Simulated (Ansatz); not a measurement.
# Te2Mo: the cost of one run

Program: Ansatz 0.2.0. Level of theory: DFT PBE, scalar-relativistic, plane waves, PAW. These are calculated values, not measurements.

## Step 1: Starting point

The structure is trigonal, space group P-3m1 (No. 164). Conventional cell: a = 3.560 Å, b = 3.560 Å, c = 24.811 Å, α = 90.00°, β = 90.00°, γ = 120.00°. Te (site symmetry 3m) is surrounded by 3 Mo at 2.73 Å. Te (site symmetry 3m) is surrounded by 3 Mo at 2.72 Å. Around Mo (site symmetry 3m) lie 6 Te at 2.72 to 2.73 Å.

Structure file:

```cif
data_structure
_symmetry_space_group_name_H-M 'P 1'
_symmetry_Int_Tables_number 1
_cell_length_a 10.6812
_cell_length_b 10.6812
_cell_length_c 24.8113
_cell_angle_alpha 90.000
_cell_angle_beta 90.000
_cell_angle_gamma 120.000
_cell_volume 2451.42
loop_
_atom_site_label
_atom_site_type_symbol
_atom_site_fract_x
_atom_site_fract_y
_atom_site_fract_z
_atom_site_occupancy
Te1 Te 0.11111 0.22222 0.07937 1
Te2 Te 0.11111 0.55556 0.07937 1
Te3 Te 0.11111 0.88889 0.07937 1
Te4 Te 0.44444 0.22222 0.07937 1
Te5 Te 0.44444 0.55556 0.07937 1
Te6 Te 0.44444 0.88889 0.07937 1
Te7 Te 0.77778 0.22222 0.07937 1
Te8 Te 0.77778 0.55556 0.07937 1
Te9 Te 0.77778 0.88889 0.07937 1
Te10 Te 0.22222 0.11111 0.77636 1
Te11 Te 0.22222 0.44444 0.77636 1
Te12 Te 0.22222 0.77778 0.77636 1
Te13 Te 0.55556 0.11111 0.77636 1
Te14 Te 0.55556 0.44444 0.77636 1
Te15 Te 0.55556 0.77778 0.77636 1
Te16 Te 0.88889 0.11111 0.77636 1
Te17 Te 0.88889 0.44444 0.77636 1
Te18 Te 0.88889 0.77778 0.77636 1
Te19 Te 0.22222 0.11111 0.92063 1
Te20 Te 0.22222 0.44444 0.92063 1
Te21 Te 0.22222 0.77778 0.92063 1
Te22 Te 0.55556 0.11111 0.92063 1
Te23 Te 0.55556 0.44444 0.92063 1
Te24 Te 0.55556 0.77778 0.92063 1
Te25 Te 0.88889 0.11111 0.92063 1
Te26 Te 0.88889 0.44444 0.92063 1
Te27 Te 0.88889 0.77778 0.92063 1
Te28 Te 0.11111 0.22222 0.22364 1
Te29 Te 0.11111 0.55556 0.22364 1
Te30 Te 0.11111 0.88889 0.22364 1
Te31 Te 0.44444 0.22222 0.22364 1
Te32 Te 0.44444 0.55556 0.22364 1
Te33 Te 0.44444 0.88889 0.22364 1
Te34 Te 0.77778 0.22222 0.22364 1
Te35 Te 0.77778 0.55556 0.22364 1
Te36 Te 0.77778 0.88889 0.22364 1
Mo1 Mo 0.11111 0.22222 0.84846 1
Mo2 Mo 0.11111 0.55556 0.84846 1
Mo3 Mo 0.11111 0.88889 0.84846 1
Mo4 Mo 0.44444 0.22222 0.84846 1
Mo5 Mo 0.44444 0.55556 0.84846 1
Mo6 Mo 0.44444 0.88889 0.84846 1
Mo7 Mo 0.77778 0.22222 0.84846 1
Mo8 Mo 0.77778 0.55556 0.84846 1
Mo9 Mo 0.77778 0.88889 0.84846 1
Mo10 Mo 0.22222 0.11111 0.15154 1
Mo11 Mo 0.22222 0.44444 0.15154 1
Mo12 Mo 0.22222 0.77778 0.15154 1
Mo13 Mo 0.55556 0.11111 0.15154 1
Mo14 Mo 0.55556 0.44444 0.15154 1
Mo15 Mo 0.55556 0.77778 0.15154 1
Mo16 Mo 0.88889 0.11111 0.15154 1
Mo17 Mo 0.88889 0.44444 0.15154 1
Mo18 Mo 0.88889 0.77778 0.15154 1
```

The runs take a perfect supercell of 54 atoms; the defect goes to fractional position (0.111, 0.222, 0.849).

## Step 2: The perfect supercell

input.yaml

```yaml
crystal:
  lattice:
    - [10.681175, 0.0, 0.0]
    - [-5.340588, 9.250169, 0.0]
    - [0.0, 0.0, 24.811262]
  atoms:
    - { symbol: Te, position: [0.111111, 0.222222, 0.079371] }
    - { symbol: Te, position: [0.111111, 0.555556, 0.079371] }
    - { symbol: Te, position: [0.111111, 0.888889, 0.079371] }
    - { symbol: Te, position: [0.444444, 0.222222, 0.079371] }
    - { symbol: Te, position: [0.444444, 0.555556, 0.079371] }
    - { symbol: Te, position: [0.444444, 0.888889, 0.079371] }
    - { symbol: Te, position: [0.777778, 0.222222, 0.079371] }
    - { symbol: Te, position: [0.777778, 0.555556, 0.079371] }
    - { symbol: Te, position: [0.777778, 0.888889, 0.079371] }
    - { symbol: Te, position: [0.222222, 0.111111, 0.776361] }
    - { symbol: Te, position: [0.222222, 0.444444, 0.776361] }
    - { symbol: Te, position: [0.222222, 0.777778, 0.776361] }
    - { symbol: Te, position: [0.555556, 0.111111, 0.776361] }
    - { symbol: Te, position: [0.555556, 0.444444, 0.776361] }
    - { symbol: Te, position: [0.555556, 0.777778, 0.776361] }
    - { symbol: Te, position: [0.888889, 0.111111, 0.776361] }
    - { symbol: Te, position: [0.888889, 0.444444, 0.776361] }
    - { symbol: Te, position: [0.888889, 0.777778, 0.776361] }
    - { symbol: Te, position: [0.222222, 0.111111, 0.920629] }
    - { symbol: Te, position: [0.222222, 0.444444, 0.920629] }
    - { symbol: Te, position: [0.222222, 0.777778, 0.920629] }
    - { symbol: Te, position: [0.555556, 0.111111, 0.920629] }
    - { symbol: Te, position: [0.555556, 0.444444, 0.920629] }
    - { symbol: Te, position: [0.555556, 0.777778, 0.920629] }
    - { symbol: Te, position: [0.888889, 0.111111, 0.920629] }
    - { symbol: Te, position: [0.888889, 0.444444, 0.920629] }
    - { symbol: Te, position: [0.888889, 0.777778, 0.920629] }
    - { symbol: Te, position: [0.111111, 0.222222, 0.223639] }
    - { symbol: Te, position: [0.111111, 0.555556, 0.223639] }
    - { symbol: Te, position: [0.111111, 0.888889, 0.223639] }
    - { symbol: Te, position: [0.444444, 0.222222, 0.223639] }
    - { symbol: Te, position: [0.444444, 0.555556, 0.223639] }
    - { symbol: Te, position: [0.444444, 0.888889, 0.223639] }
    - { symbol: Te, position: [0.777778, 0.222222, 0.223639] }
    - { symbol: Te, position: [0.777778, 0.555556, 0.223639] }
    - { symbol: Te, position: [0.777778, 0.888889, 0.223639] }
    - { symbol: Mo, position: [0.111111, 0.222222, 0.848459] }
    - { symbol: Mo, position: [0.111111, 0.555556, 0.848459] }
    - { symbol: Mo, position: [0.111111, 0.888889, 0.848459] }
    - { symbol: Mo, position: [0.444444, 0.222222, 0.848459] }
    - { symbol: Mo, position: [0.444444, 0.555556, 0.848459] }
    - { symbol: Mo, position: [0.444444, 0.888889, 0.848459] }
    - { symbol: Mo, position: [0.777778, 0.222222, 0.848459] }
    - { symbol: Mo, position: [0.777778, 0.555556, 0.848459] }
    - { symbol: Mo, position: [0.777778, 0.888889, 0.848459] }
    - { symbol: Mo, position: [0.222222, 0.111111, 0.151541] }
    - { symbol: Mo, position: [0.222222, 0.444444, 0.151541] }
    - { symbol: Mo, position: [0.222222, 0.777778, 0.151541] }
    - { symbol: Mo, position: [0.555556, 0.111111, 0.151541] }
    - { symbol: Mo, position: [0.555556, 0.444444, 0.151541] }
    - { symbol: Mo, position: [0.555556, 0.777778, 0.151541] }
    - { symbol: Mo, position: [0.888889, 0.111111, 0.151541] }
    - { symbol: Mo, position: [0.888889, 0.444444, 0.151541] }
    - { symbol: Mo, position: [0.888889, 0.777778, 0.151541] }
basis:
  ecutwfc: 420
  fft_grid_basis: typed
kpoints:
  mp_grid: { grid: [3, 3, 1] }
hamiltonian:
  xc: pbe
  pseudopotentials: { kind: paw }
scf:
  occupations: { method: gaussian, width: 0.05 }
output:
  forces: true
  stress: false
  eigenvalues: true
  bader: false
  write_density: true
  volumetric_format: npy
```

Launch:

```console
$ ansatz run input.yaml --threads 8 --pin off --max-ram 16384MiB --backend cpu --events-out ev --progress --plain --runs-dir out
```

**Question.** How long does this run take on 8 threads of AMD EPYC 9R45 (Zen 5), shared host, and how much memory does it need?

About 20 s, with a peak of 14 GiB.
